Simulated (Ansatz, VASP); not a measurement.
## GaP (GaP(110)): VASP beside Ansatz

Wanted: the spread between two codes on one cell, functional and k mesh. Of the first pair: The structure shown is the end of the VASP relaxation below. Valence electrons are named where the data sets of a main pair hold unlike numbers.

Calculated with Ansatz 0.2.0; plane waves, with VASP 6.6.1 beside it; single point at PBE and band structure at PBE.

### 1. Set-up

The cell holds 18 atoms: 9 Ga and 9 P. Its edges and angles: a = 4.070 Å, b = 5.755 Å, c = 31.387 Å, α = 90.0°, β = 90.0°, γ = 90.0°. It derives from GaP. As first built, before any earlier steps moved the atoms (in the runner's words): 9 layers, strained by +4 % in the plane. Vacuum lies along c.

### 2. VASP: relaxation, PBE

This run makes the geometry at which the two programs are then compared.

Lines of VASP's logs that name or quote its potential files are left out, and so is its time.

Input file INCAR:

```
SYSTEM = GaP
PREC = Normal
ENCUT = 320
EDIFF = 1E-05
NELM = 120
ISMEAR = 0
SIGMA = 0.03
LREAL = Auto
ALGO = Fast
GGA = PE
NBANDS = 54
LORBIT = 11
LWAVE = .FALSE.
LCHARG = .FALSE.
KPAR = 2
NCORE = 2
IBRION = 2
NSW = 60
ISIF = 2
EDIFFG = -0.03
POTIM = 0.4
MAXMIX = 40
IDIPOL = 3
LDIPOL = .TRUE.
DIPOL = 0.5 0.5 0.5
```

Input file POSCAR:

```
GaP
1.0
    4.0695860214      0.0000000000      0.0000000000
    0.0000000000      5.7552637447      0.0000000000
    0.0000000000      0.0000000000     31.3868102032
Ga P
9 9
Direct
    0.0000000000      0.0000000000      0.2548841400
    0.5000000000      0.5000000000      0.3161631000
    0.0000000000      0.0000000000      0.3774420700
    0.5000000000      0.5000000000      0.4387210300
    0.0000000000      0.0000000000      0.5000000000
    0.5000000000      0.5000000000      0.5612789700
    0.0000000000      0.0000000000      0.6225579300
    0.5000000000      0.5000000000      0.6838369000
    0.0000000000      0.0000000000      0.7451158600
    0.0000000000      0.7500000000      0.3161631000
    0.5000000000      0.2500000000      0.2548841400
    0.0000000000      0.7500000000      0.4387210300
    0.5000000000      0.2500000000      0.3774420700
    0.0000000000      0.7500000000      0.5612789700
    0.5000000000      0.2500000000      0.5000000000
    0.0000000000      0.7500000000      0.6838369000
    0.5000000000      0.2500000000      0.6225579300
    0.5000000000      0.2500000000      0.7451158600
```

Input file KPOINTS:

```
Automatic mesh
0
Gamma
6 4 1
0 0 0
```

PAW data sets: Ga and P (PBE family, release 64).

Command:

```
> mpirun -np 4 vasp_std
```

Numbers of over 12 decimals in the logs are rounded to 6 here.

The log of the run:

```text
[banner, memory and clock lines left out]
running    4 mpi-ranks, on    1 nodes
 distrk:  each k-point on    2 cores,    2 groups
 distr:  one band on    2 cores,    1 groups

 POSCAR found type information on POSCAR GaP
 POSCAR found :  2 types and      18 ions
 LDA part: xc-table for (Slater+PW92), standard interpolation
 POSCAR, INCAR and KPOINTS ok, starting setup
 FFT: planning ... GRIDC
 FFT: planning ... GRID_SOFT
 FFT: planning ... GRID
 WAVECAR not read
 entering main loop
       N       E                     dE             d eps       ncg     rms          rms(c)
DAV:   1     0.294297778664E+03    0.29430E+03   -0.18914E+04  1296   0.693E+02
DAV:   2    -0.441067619923E+02   -0.33840E+03   -0.32590E+03  1734   0.153E+02
DAV:   3    -0.793561426601E+02   -0.35249E+02   -0.34775E+02  1584   0.506E+01
DAV:   4    -0.808272786890E+02   -0.14711E+01   -0.14668E+01  1840   0.118E+01
DAV:   5    -0.808731594144E+02   -0.45881E-01   -0.45854E-01  1736   0.196E+00    0.134E+01
RMM:   6    -0.780222329164E+02    0.28509E+01   -0.41475E+00  1296   0.434E+00    0.782E+00
RMM:   7    -0.778078304318E+02    0.21440E+00   -0.42253E+00  1296   0.433E+00    0.259E+00
RMM:   8    -0.777151574466E+02    0.92673E-01   -0.74083E-01  1297   0.224E+00    0.645E-01
RMM:   9    -0.776930937522E+02    0.22064E-01   -0.62871E-02  1332   0.811E-01    0.276E-01
RMM:  10    -0.776966192468E+02   -0.35255E-02   -0.23731E-02  1521   0.395E-01    0.222E-01
RMM:  11    -0.776966579428E+02   -0.38696E-04   -0.61084E-03  1299   0.204E-01    0.817E-02
RMM:  12    -0.776971719180E+02   -0.51398E-03   -0.13704E-03  1365   0.112E-01    0.535E-02
RMM:  13    -0.776973647456E+02   -0.19283E-03   -0.37711E-04  1444   0.535E-02    0.320E-02
RMM:  14    -0.776976191713E+02   -0.25443E-03   -0.29799E-04  1283   0.369E-02    0.229E-02
RMM:  15    -0.776976270556E+02   -0.78844E-05   -0.49976E-05  1010   0.180E-02
   1 F= -.77697627E+02 E0= -.77697627E+02  d E =-.776976E+02
[... from here on, the cycles between the ionic steps are left out ...]
   2 F= -.78288378E+02 E0= -.78288378E+02  d E =-.590751E+00
   3 F= -.78673834E+02 E0= -.78673834E+02  d E =-.976207E+00
  11 F= -.79259459E+02 E0= -.79259459E+02  d E =-.209119E-01
  12 F= -.79269161E+02 E0= -.79269161E+02  d E =-.970218E-02
  13 F= -.79270334E+02 E0= -.79270334E+02  d E =-.108753E-01
  14 F= -.79274885E+02 E0= -.79274885E+02  d E =-.455045E-02
  15 F= -.79274496E+02 E0= -.79274496E+02  d E =-.416167E-02
  16 F= -.79275969E+02 E0= -.79275969E+02  d E =-.563513E-02
  17 F= -.79279927E+02 E0= -.79279927E+02  d E =-.395787E-02
  18 F= -.79282133E+02 E0= -.79282133E+02  d E =-.616349E-02
  19 F= -.79284762E+02 E0= -.79284762E+02  d E =-.262859E-02
  20 F= -.79285645E+02 E0= -.79285645E+02  d E =-.351226E-02
 curvature:  -4.08 expect dE=-0.206E-02 dE for cont linesearch -0.303E-05
 trial: gam= 0.29942 g(F)=  0.505E-03 g(S)=  0.000E+00 ort = 0.719E-04 (trialstep = 0.180E+01)
 search vector abs. value=  0.117E-02
 bond charge predicted
       N       E                     dE             d eps       ncg     rms          rms(c)
DAV:   1    -0.792860425299E+02   -0.40159E-03   -0.41520E-02  1436   0.589E-01    0.104E-01
RMM:   2    -0.792862050787E+02   -0.16255E-03   -0.27635E-03  1296   0.182E-01    0.897E-02
RMM:   3    -0.792863007934E+02   -0.95715E-04   -0.39623E-04  1305   0.788E-02    0.694E-02
RMM:   4    -0.792863089988E+02   -0.82054E-05   -0.14477E-04  1321   0.409E-02    0.438E-02
RMM:   5    -0.792863080168E+02    0.98195E-06   -0.30930E-05   969   0.197E-02
  21 F= -.79286308E+02 E0= -.79286308E+02  d E =-.662772E-03
 trial-energy change:   -0.000663  1 .order   -0.000623   -0.000951   -0.000295
 step:   2.3529(harm=  2.6152)  dis= 0.00546  next Energy=   -79.286354 (dE=-0.709E-03)
 reached required accuracy - stopping structural energy minimisation
```

OUTCAR, selected parts (step 2):

```text
ion  position               nearest neighbor table
   1  0.000  0.000  0.255-  10 2.40  11 2.49  11 2.49
   2  0.500  0.500  0.316-  11 2.40  13 2.40  10 2.49  10 2.49
   3  0.000  0.000  0.377-  12 2.40  10 2.40  13 2.49  13 2.49
   4  0.500  0.500  0.439-  13 2.40  15 2.40  12 2.49  12 2.49
   5  0.000  0.000  0.500-  12 2.40  14 2.40  15 2.49  15 2.49
   6  0.500  0.500  0.561-  17 2.40  15 2.40  14 2.49  14 2.49
   7  0.000  0.000  0.623-  14 2.40  16 2.40  17 2.49  17 2.49
   8  0.500  0.500  0.684-  18 2.40  17 2.40  16 2.49  16 2.49
   9  0.000  0.000  0.745-  16 2.40  18 2.49  18 2.49
  10  0.000  0.750  0.316-   1 2.40   3 2.40   2 2.49   2 2.49
  11  0.500  0.250  0.255-   2 2.40   1 2.49   1 2.49
  12  0.000  0.750  0.439-   3 2.40   5 2.40   4 2.49   4 2.49
  13  0.500  0.250  0.377-   4 2.40   2 2.40   3 2.49   3 2.49
  14  0.000  0.750  0.561-   7 2.40   5 2.40   6 2.49   6 2.49
  15  0.500  0.250  0.500-   4 2.40   6 2.40   5 2.49   5 2.49
  16  0.000  0.750  0.684-   9 2.40   7 2.40   8 2.49   8 2.49
  17  0.500  0.250  0.623-   6 2.40   8 2.40   7 2.49   7 2.49
  18  0.500  0.250  0.745-   8 2.40   9 2.49   9 2.49

  LATTYP: Found a simple orthorhombic cell.
 ALAT       =     4.0695860214
 B/A-ratio  =     1.4142135624
 C/A-ratio  =     7.7125314561

 Subroutine GETGRP returns: Found  4 space group operations
 (whereof  4 operations were pure point group operations)

The static configuration has the point symmetry C_2v.

 Found     12 irreducible k-points:

   k-points           NKPTS =     12   k-points in BZ     NKDIM =     12   number of bands    NBANDS=     54

   dimension x,y,z NGX =    18 NGY =   28 NGZ =  140
   dimension x,y,z NGXF=    36 NGYF=   56 NGZF=  280

   ENCUT  =  320.0 eV  23.52 Ry    4.85 a.u.   5.94  8.39 45.78*2*pi/ulx,y,z

   NELECT =      72.0000    total number of electrons

 k-points in reciprocal lattice and weights: Automatic mesh
   0.00000000  0.00000000  0.00000000       0.042
   0.16666667  0.00000000  0.00000000       0.083
   0.33333333  0.00000000  0.00000000       0.083
   0.50000000  0.00000000  0.00000000       0.042
   0.00000000  0.25000000  0.00000000       0.083
   0.16666667  0.25000000  0.00000000       0.167
   0.33333333  0.25000000  0.00000000       0.167
   0.50000000  0.25000000  0.00000000       0.083
   0.00000000  0.50000000  0.00000000       0.042
   0.16666667  0.50000000  0.00000000       0.083
   0.33333333  0.50000000  0.00000000       0.083
   0.50000000  0.50000000  0.00000000       0.042

 dipolmoment           0.000000      0.000000     -0.000000 electrons x Angstroem

 average (electrostatic) potential at core
       1 -18.3415       2 -18.0887       3 -18.1976       4 -18.1563       5 -18.1765
       6 -18.1563       7 -18.1976       8 -18.0887       9 -18.3415      10 -89.0832
      11 -88.6358      12 -89.0940      13 -89.0311      14 -89.0940      15 -89.0579
      16 -89.0832      17 -89.0311      18 -88.6358

 E-fermi :  -0.9818

 k-point     1 :       0.0000    0.0000    0.0000
  band No.  band energies     occupation
    ...
     32      -1.4870      2.00000
     33      -1.3166      2.00000
     34      -1.2890      2.00000
     35      -1.2381      2.00000
     36      -1.1521      2.00000
     37       0.0641      0.00000
     38       0.4721      0.00000
     39       0.4726      0.00000
     40       0.7127      0.00000
     41       0.8526      0.00000
    ...

 k-point     2 :       0.1667    0.0000    0.0000
  band No.  band energies     occupation
    ...
     32      -2.1814      2.00000
     33      -1.9681      2.00000
     34      -1.8099      2.00000
     35      -1.5459      2.00000
     36      -1.2216      2.00000
     37       1.0941      0.00000
     38       1.2708      0.00000
     39       1.3820      0.00000
     40       1.6286      0.00000
     41       1.6537      0.00000
    ...

 k-point     3 :       0.3333    0.0000    0.0000
  band No.  band energies     occupation
    ...
     32      -2.5871      2.00000
     33      -2.5119      2.00000
     34      -2.0773      2.00000
     35      -1.7358      2.00000
     36      -1.4244      2.00000
     37       0.5339      0.00000
     38       0.6754      0.00000
     39       0.9326      0.00000
     40       1.2439      0.00000
     41       1.4435      0.00000
    ...

  Total      -18.2684072    -11.9045714     -0.5908946      0.0000000      0.0000000      0.0000000
  in kB      -39.8151742    -25.9454796     -1.2878284      0.0000000      0.0000000      0.0000000
  external PRESSURE =     -22.3494941 kB  Pullay stress =       0.0000000 kB

  energy-cutoff  :      320.00
  volume of cell :      735.13
      direct lattice vectors                 reciprocal lattice vectors
     4.069586021  0.000000000  0.000000000     0.245725240  0.000000000  0.000000000
     0.000000000  5.755263745  0.000000000     0.000000000  0.173753983  0.000000000
     0.000000000  0.000000000 31.386810203     0.000000000  0.000000000  0.031860517

 POSITION                                       TOTAL-FORCE (eV/Angst)
 -----------------------------------------------------------------------------------
      0.00000      0.35217      8.47321         0.000000      0.000194     -0.010007
      2.03479      2.82681      9.85143        -0.000000      0.010316      0.014554
      4.06959      5.72411     11.85959         0.000000      0.000466     -0.003134
      2.03479      2.83884     13.75800         0.000000     -0.003931      0.017592
      0.00000      5.72401     15.69341         0.000000      0.016160      0.000000
      2.03479      2.83884     17.62881         0.000000     -0.003931     -0.017592
      0.00000      5.72411     19.52722         0.000000      0.000466      0.003134
      2.03479      2.82681     21.53538         0.000000      0.010316     -0.014554
      0.00000      0.35217     22.91360         0.000000      0.000194      0.010007
      0.00000      4.21821      9.92118         0.000000      0.003654     -0.005644
      2.03479      1.47578      7.85516         0.000000     -0.003568      0.011333
      0.00000      4.24768     13.77081         0.000000     -0.011481      0.013795
      2.03479      1.38379     11.82762         0.000000     -0.009165      0.006867
      4.06959      4.24768     17.61601        -0.000000     -0.011481     -0.013795
      2.03479      1.37741     15.69341         0.000000      0.010869      0.000000
      0.00000      4.21821     21.46563        -0.000000      0.003654      0.005644
      2.03479      1.38379     19.55919         0.000000     -0.009165     -0.006867
      2.03479      1.47578     23.53165         0.000000     -0.003568     -0.011333
 -----------------------------------------------------------------------------------
    total drift:                               -0.000000      0.009899     -0.000006

  FREE ENERGIE OF THE ION-ELECTRON SYSTEM (eV)
  ---------------------------------------------------
  free  energy   TOTEN  =       -79.2863080168 eV

  energy  without entropy=      -79.2863080168  energy(sigma->0) =      -79.28630802

 reached required accuracy - stopping structural energy minimisation

 vacuum level on the upper side and lower side of the slab         4.054         4.054

 total charge
# of ion       s       p       d       tot
------------------------------------------
    1        1.132   0.987   0.110   2.228
    2        1.059   1.112   0.138   2.309
    3        1.059   1.107   0.130   2.297
    4        1.061   1.114   0.134   2.308
    5        1.060   1.112   0.133   2.305
    6        1.061   1.114   0.134   2.308
    7        1.059   1.107   0.130   2.297
    8        1.059   1.112   0.138   2.309
    9        1.132   0.987   0.110   2.228
   10        1.035   1.462   0.000   2.497
   11        1.072   1.398   0.000   2.470
   12        1.032   1.462   0.000   2.494
   13        1.034   1.458   0.000   2.492
   14        1.032   1.462   0.000   2.494
   15        1.032   1.463   0.000   2.494
   16        1.035   1.462   0.000   2.497
   17        1.034   1.458   0.000   2.492
   18        1.072   1.398   0.000   2.470
--------------------------------------------------
tot         19.059  22.772   1.157  42.988

[... 3 further parts left out ...]
```

The gap is read on the k-mesh alone, so it is an upper bound where the band edges lie off the mesh. The data set Ga keeps the semicore shell frozen, which is cheaper and a little less accurate. The run keeps the 4 symmetry operations of its start, so it cannot find a distortion of lower symmetry.

[end of part 1 of 3]

[Lines on the potential files, build, host, timing and source positions are cut from VASP's logs without a mark.]

[Logs are printed without paths, hosts, clocks, repeated set-up lines and the standing remarks that a program may print on its own settings, such as how far it seeks lower states.]

[Hosts, paths, dates, database ids (printed as entryN), source tags and the programs' standing remarks are cut or masked in the printed files.]
